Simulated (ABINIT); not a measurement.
# BAs (F-43m) in ABINIT: notebook, part 2 of 2

ABINIT 10.8.3 (patched build). Earlier steps stand in the parts before.

## Step 3: Single point, AM05

run.abi

```
# Pseudopotentials
pp_dirpath "./"
pseudos "As.GGA_PBE-JTH.xml, B.GGA_PBE-JTH.xml"

# Structure
acell 3.3778490937 3.3778490937 3.3778490937 Angstrom
rprim
     0.0000000000     0.7071067812     0.7071067812
     0.7071067812     0.0000000000     0.7071067812
     0.7071067812     0.7071067812     0.0000000000
ntypat 2
znucl 33 5
natom 2
typat 1 2
xred
     0.7500000000     0.7500000000     0.7500000000
     0.0000000000     0.0000000000     0.0000000000

# Plane-wave basis
ecut 489.804952 eV
pawecutdg 36.0
pawxcdev 0

# k points
kptopt 1
ngkpt 10 10 10
nshiftk 1
shiftk 0.0 0.0 0.0

# Exchange and correlation
ixc -120135

# Bands and occupations
nband 13
occopt 3
tsmear 0.00183747

# SCF cycle
nstep 100
tolvrs 1.0e-9

# Output
iomode 3
prtwf 0
prtden 0
prteig 0
prtebands 0
```

Potentials or basis: JTH PAW PBE v2.0.

The run is started by

```console
$ abinit run.abi > log 2>&1
```

run.abo:

```text
.Version 10.8.3 of ABINIT
 Symmetries : space group F-4 3 m (#216); Bravais cF (face-center cubic)
================================================================================
 Values of the parameters that define the memory need of the present run
     intxc =       0    ionmov =       0      iscf =      17    lmnmax =      18
     lnmax =       6     mgfft =      27  mpssoang =       3    mqgrid =    3001
     natom =       2  nloc_mem =       2    nspden =       1   nspinor =       1
    nsppol =       1      nsym =      24    n1xccc =       1    ntypat =       2
    occopt =       3   xclevel =       2
       mpw =         684          nfft =       19683          nkpt =          47
 PAW method is used; the additional fine FFT grid is defined by:
   mgfftf=        36    nfftf =     46656
================================================================================
================================================================================

--------------------------------------------------------------------------------
------------- Echo of variables that govern the present computation ------------
--------------------------------------------------------------------------------
 -outvars: echo values of preprocessed input variables --------
            acell      6.3832096817E+00  6.3832096817E+00  6.3832096817E+00 Bohr
              amu      7.49215900E+01  1.08110000E+01
             ecut      1.80000000E+01 Hartree
              ixc     -120135
         kptrlatt       10    0    0      0   10    0      0    0   10
          kptrlen      6.38320968E+01
            natom           2
            nband          13
            ngfft          27      27      27
          ngfftdg          36      36      36
             nkpt          47
            nstep         100
             nsym          24
           ntypat           2
           occopt           3
        pawecutdg      3.60000000E+01 Hartree
         pawxcdev           0
           prtden           0
        prtebands           0
           prteig           0
            prtwf           0
            rprim      0.0000000000E+00  7.0710678120E-01  7.0710678120E-01
                       7.0710678120E-01  0.0000000000E+00  7.0710678120E-01
                       7.0710678120E-01  7.0710678120E-01  0.0000000000E+00
          spgroup         216
           tolvrs      1.00000000E-09
           tsmear      1.83747000E-03 Hartree
            typat      1  2
           useylm           1
           xangst      3.5827500000E+00  3.5827500000E+00  3.5827500000E+00
                       0.0000000000E+00  0.0000000000E+00  0.0000000000E+00
            xcart      6.7704162777E+00  6.7704162777E+00  6.7704162777E+00
                       0.0000000000E+00  0.0000000000E+00  0.0000000000E+00
             xred      7.5000000000E-01  7.5000000000E-01  7.5000000000E-01
                       0.0000000000E+00  0.0000000000E+00  0.0000000000E+00
            znucl       33.00000    5.00000

================================================================================

 chkinp: Checking input parameters for consistency.

================================================================================
== DATASET  1 ==================================================================

--- !DatasetInfo
iteration_state: {dtset: 1, }
dimensions: {natom: 2, nkpt: 47, mband: 13, nsppol: 1, nspinor: 1, nspden: 1, mpw: 684, }
cutoff_energies: {ecut:  18.0, pawecutdg:  36.0, }
electrons: {nelect:   1.80000000E+01, charge:   0.00000000E+00, occopt:   3.00000000E+00, tsmear:   1.83747000E-03, }
meta: {optdriver: 0, ionmov: 0, optcell: 0, iscf: 17, paral_kgb: 0, }
...

 Real(R)+Recip(G) space primitive vectors, cartesian coordinates (Bohr,Bohr^-1):
 R(1)=  0.0000000  4.5136109  4.5136109  G(1)= -0.1107761  0.1107761  0.1107761
 R(2)=  4.5136109  0.0000000  4.5136109  G(2)=  0.1107761 -0.1107761  0.1107761
[... 85 lines left out ...]
cartesian_forces: # hartree/bohr
- [  2.33031729E-31,   2.33031729E-31,  -6.99095187E-31, ]
- [ -2.33031729E-31,  -2.33031729E-31,   6.99095187E-31, ]
force_length_stats: {min:   7.72878809E-31, max:   7.72878809E-31, mean:   7.72878809E-31, }
...

 Integrated electronic density in atomic spheres:
 ------------------------------------------------
 Atom  Sphere_radius  Integrated_density
    1        2.10392         12.81032514
    2        1.70617          1.73737914

================================================================================

 ----iterations are completed or convergence reached----

 Mean square residual over all n,k,spin=   21.979E-13; max=  63.530E-11
 reduced coordinates (array xred) for    2 atoms
       0.750000000000      0.750000000000      0.750000000000
       0.000000000000      0.000000000000      0.000000000000
 rms dE/dt=  2.9750E-30; max dE/dt=  4.2073E-30; dE/dt below (all hartree)
    1       0.000000000000      0.000000000000      0.000000000000
    2      -0.000000000000     -0.000000000000      0.000000000000

 cartesian coordinates (angstrom) at end:
    1      3.58275000003832     3.58275000003832     3.58275000003832
    2      0.00000000000000     0.00000000000000     0.00000000000000

 cartesian forces (hartree/bohr) at end:
    1      0.00000000000000     0.00000000000000    -0.00000000000000
    2     -0.00000000000000    -0.00000000000000     0.00000000000000
 frms,max,avg= 4.4622179E-31 6.9909519E-31   0.000E+00  0.000E+00  0.000E+00 h/b

 cartesian forces (eV/Angstrom) at end:
    1      0.00000000000000     0.00000000000000    -0.00000000000000
    2     -0.00000000000000    -0.00000000000000     0.00000000000000
 frms,max,avg= 2.2945647E-29 3.5948920E-29   0.000E+00  0.000E+00  0.000E+00 e/A
 length scales=  6.383209681739  6.383209681739  6.383209681739 bohr
              =  3.377849093700  3.377849093700  3.377849093700 angstroms
 Fermi (or HOMO) energy (hartree) =   0.27782   Average Vxc (hartree)=  -0.38623
 Eigenvalues (hartree) for nkpt=  47  k points:
 kpt#   1, nband= 13, wtk=  0.00100, kpt=  0.0000  0.0000  0.0000 (reduced coord)
  -1.05749   -1.05749   -1.05749   -1.05682   -1.05682   -0.30899    0.25786    0.25786
   0.25786    0.37648    0.37648    0.37648    0.43054
      occupation numbers for kpt#   1
   2.00000    2.00000    2.00000    2.00000    2.00000    2.00000    1.99996    1.99996
   1.99996    0.00000    0.00000    0.00000    0.00000
 prteigrs : prtvol=0 or 1, do not print more k-points.

--- !EnergyTerms
iteration_state     : {dtset: 1, }
comment             : Components of total free energy in Hartree
kinetic             :  5.68551534983209E+00
hartree             :  3.32760428147200E+01
xc                  : -3.25467370022452E+00
Ewald energy        : -6.34210613324058E+01
psp_core            :  2.70429404356616E+00
local_psp           : -9.01299645884080E+01
PAW spherical_terms : -1.54578664901652E+00
internal            : -1.16685634061937E+02
'-kT*entropy'       : -5.31066676194901E-09
total_energy        : -1.16685634067247E+02
total_energy_eV     : -3.17517785796106E+03
...

--- !EnergyTermsDC
iteration_state     : {dtset: 1, }
comment             : '"Double-counting" decomposition of free energy'
band_energy         : -1.04455637960801E+01
Ewald energy        : -6.34210613324058E+01
psp_core            :  2.70429404356616E+00
xc_dc               : -3.23554075896987E+01
PAW spherical_terms : -1.31678974215829E+01
internal            : -1.16685636096201E+02
'-kT*entropy'       : -5.31066676194901E-09
total_energy_dc     : -1.16685636101512E+02
total_energy_dc_eV  : -3.17517791331623E+03
...

--- !EnergyTermsWithPAWCore
iteration_state     : {dtset: 1, }
comment             : 'Components of total free energy, including PAW core contributions'
Total energy        : -2.28276409069376E+03
Total energy DC     : -2.28276409272802E+03
Total energy (eV)   : -6.21171753803234E+04
Total energy DC (eV): -6.21171754356786E+04
...

 Cartesian components of stress tensor (hartree/bohr^3)
  sigma(1 1)=  2.91849887E-05  sigma(3 2)=  0.00000000E+00
  sigma(2 2)=  2.91849887E-05  sigma(3 1)=  0.00000000E+00
  sigma(3 3)=  2.91849887E-05  sigma(2 1)=  0.00000000E+00

-Cartesian components of stress tensor (GPa)         [Pressure= -8.5865E-01 GPa]
- sigma(1 1)=  8.58652014E-01  sigma(3 2)=  0.00000000E+00
- sigma(2 2)=  8.58652014E-01  sigma(3 1)=  0.00000000E+00
- sigma(3 3)=  8.58652014E-01  sigma(2 1)=  0.00000000E+00

== END DATASET(S) ==============================================================
================================================================================

 -outvars: echo values of variables after computation  --------
            acell      6.3832096817E+00  6.3832096817E+00  6.3832096817E+00 Bohr
           etotal     -1.1668563610E+02
            fcart      2.3303172888E-31  2.3303172888E-31 -6.9909518665E-31
                      -2.3303172888E-31 -2.3303172888E-31  6.9909518665E-31
            rprim      0.0000000000E+00  7.0710678120E-01  7.0710678120E-01
                       7.0710678120E-01  0.0000000000E+00  7.0710678120E-01
                       7.0710678120E-01  7.0710678120E-01  0.0000000000E+00
           strten      2.9184988748E-05  2.9184988748E-05  2.9184988748E-05
                       0.0000000000E+00  0.0000000000E+00  0.0000000000E+00
           xangst      3.5827500000E+00  3.5827500000E+00  3.5827500000E+00
                       0.0000000000E+00  0.0000000000E+00  0.0000000000E+00
             xred      7.5000000000E-01  7.5000000000E-01  7.5000000000E-01
                       0.0000000000E+00  0.0000000000E+00  0.0000000000E+00
 Calculation completed.
```

Run time: 17 s. Hardware: 1 thread of Arm Neoverse V2, shared host; peak memory 0.1 GiB.

What came out:

- Free energy: -3175.1779 eV
- Pressure: -0.9 GPa
- Band gap on the k mesh: 1.12 eV, indirect (least direct gap 3.23 eV)
- Valence electrons inside the program's atomic spheres: As 12.81; B 1.74

Caveat: the PAW data sets were made with another functional, which shifts forces and pressure a little. As with any semilocal functional, this AM05 gap is likely too small.

## Step 4: Single point, r2SCAN

run.abi, as its differences from that of step 3:

```diff
@@ -21,3 +21,2 @@
 pawecutdg 36.0
-pawxcdev 0
 
@@ -30,3 +29,5 @@
 # Exchange and correlation
-ixc -120135
+ixc -497498
+usekden 1
+pawxcdev 0
 
@@ -39,3 +40,3 @@
 nstep 100
-tolvrs 1.0e-9
+tolvrs 1.0e-7
```

The run is started by

```console
$ abinit run.abi > log 2>&1
```

It took 43 s on 1 thread of Arm Neoverse V2, shared host; peak memory 0.11 GiB.

Results (log left out):

| Quantity | Value |
| --- | --- |
| Free energy | -2969.1704 eV |
| Pressure | 0.7 GPa |
| Band gap on the k mesh | 1.36 eV, indirect (least direct gap 3.43 eV) |
| Valence electrons inside the program's atomic spheres | As 12.82; B 1.74 |

Levels at points of the mesh, in eV from the valence-band top:
| k point | band 7 | band 8 | band 9 | band 10 | band 11 | band 12 |
| --- | --- | --- | --- | --- | --- | --- |
| (0.00, 0.00, 0.00) | 0.00 | 0.00 | 0.00 | 3.43 | 3.43 | 3.43 |
| (0.50, 0.00, 0.00) | -9.25 | -1.94 | -1.94 | 2.95 | 5.05 | 5.05 |
| (0.50, 0.50, 0.00) | -9.07 | -4.32 | -4.32 | 1.60 | 1.68 | 12.18 |

Caveat: totals of a meta-GGA on PAW files have another zero than those of a GGA; the PAW data sets were made with another functional, which shifts forces and pressure a little. A k mesh can miss the band edges.

## Step 5: Single point, SCAN

run.abi, as its differences from that of step 4:

```diff
@@ -29,3 +29,3 @@
 # Exchange and correlation
-ixc -497498
+ixc -263267
 usekden 1
```

Potentials or basis: JTH PAW PBE v2.0.

The run is started by

```console
$ abinit run.abi > log 2>&1
```

run.abo:

```text
.Version 10.8.3 of ABINIT
 Symmetries : space group F-4 3 m (#216); Bravais cF (face-center cubic)
================================================================================
 Values of the parameters that define the memory need of the present run
     intxc =       0    ionmov =       0      iscf =      17    lmnmax =      18
     lnmax =       6     mgfft =      27  mpssoang =       3    mqgrid =    3001
     natom =       2  nloc_mem =       2    nspden =       1   nspinor =       1
    nsppol =       1      nsym =      24    n1xccc =       1    ntypat =       2
    occopt =       3   xclevel =       2
       mpw =         684          nfft =       19683          nkpt =          47
 PAW method is used; the additional fine FFT grid is defined by:
   mgfftf=        36    nfftf =     46656
================================================================================
================================================================================

--------------------------------------------------------------------------------
[... 247 lines left out ...]
- sigma(2 2)=  7.47211219E-01  sigma(3 1)=  0.00000000E+00
- sigma(3 3)=  7.47211219E-01  sigma(2 1)=  0.00000000E+00

== END DATASET(S) ==============================================================
================================================================================

 -outvars: echo values of variables after computation  --------
            acell      6.3832096817E+00  6.3832096817E+00  6.3832096817E+00 Bohr
           etotal     -1.0944018903E+02
            fcart      2.3862449038E-28  2.3862449038E-28 -7.1587347113E-28
                      -2.3862449038E-28 -2.3862449038E-28  7.1587347113E-28
            rprim      0.0000000000E+00  7.0710678120E-01  7.0710678120E-01
                       7.0710678120E-01  0.0000000000E+00  7.0710678120E-01
                       7.0710678120E-01  7.0710678120E-01  0.0000000000E+00
           strten      2.5397193106E-05  2.5397193106E-05  2.5397193106E-05
                       0.0000000000E+00  0.0000000000E+00  0.0000000000E+00
           xangst      3.5827500000E+00  3.5827500000E+00  3.5827500000E+00
                       0.0000000000E+00  0.0000000000E+00  0.0000000000E+00
             xred      7.5000000000E-01  7.5000000000E-01  7.5000000000E-01
                       0.0000000000E+00  0.0000000000E+00  0.0000000000E+00
 Calculation completed.
```

Wall time 47 s (1 thread of Arm Neoverse V2, shared host); peak memory 0.11 GiB.

Results:

* Free energy: -2978.0193 eV
* Pressure: -0.7 GPa
* Band gap on the k mesh: 1.41 eV, indirect (least direct gap 3.59 eV)
* Valence electrons inside the program's atomic spheres: As 12.82; B 1.74

Levels at points of the mesh, in eV from the valence-band top:
```tsv
k point	band 5	band 6	band 7	band 8	band 9	band 10	band 11	band 12	band 13
(0.00, 0.00, 0.00)	-36.66	-15.98	0.00	0.00	0.00	3.59	3.59	3.59	5.22
(0.50, 0.00, 0.00)	-36.65	-12.99	-9.10	-1.88	-1.88	3.02	5.16	5.16	9.47
(0.50, 0.50, 0.00)	-36.65	-11.59	-8.90	-4.21	-4.21	1.65	1.73	12.22	12.22
```

Caveat: totals of a meta-GGA on PAW files have another zero than those of a GGA; the PAW data sets were made with another functional, which shifts forces and pressure a little. A k mesh can miss the band edges.

## Step 6: Overview

```csv
level,gap on the mesh (eV),pressure (GPa)
BLYP,1.41,7.6
AM05,1.12,-0.9
r2SCAN,1.36,0.7
SCAN,1.41,-0.7
```

Alike in all rows: task single point; potentials or basis JTH PAW PBE v2.0; no spin polarisation; cell as given; k mesh 10 × 10 × 10; cutoff (eV) 490; smearing fermi-dirac 0.05 eV.

On the cell as given the gap runs from 1.12 eV (AM05) to 1.41 eV (BLYP). The pressure there spans -0.9 GPa (AM05) to 7.6 GPa (BLYP); a positive pressure means that this level wants a larger cell, a negative one a smaller.

Caveats: the PAW data sets were made with another functional, which shifts forces and pressure a little; totals of a meta-GGA on PAW files have another zero than those of a GGA (some runs).

Absolute energies hang on the potentials; compare differences alone.
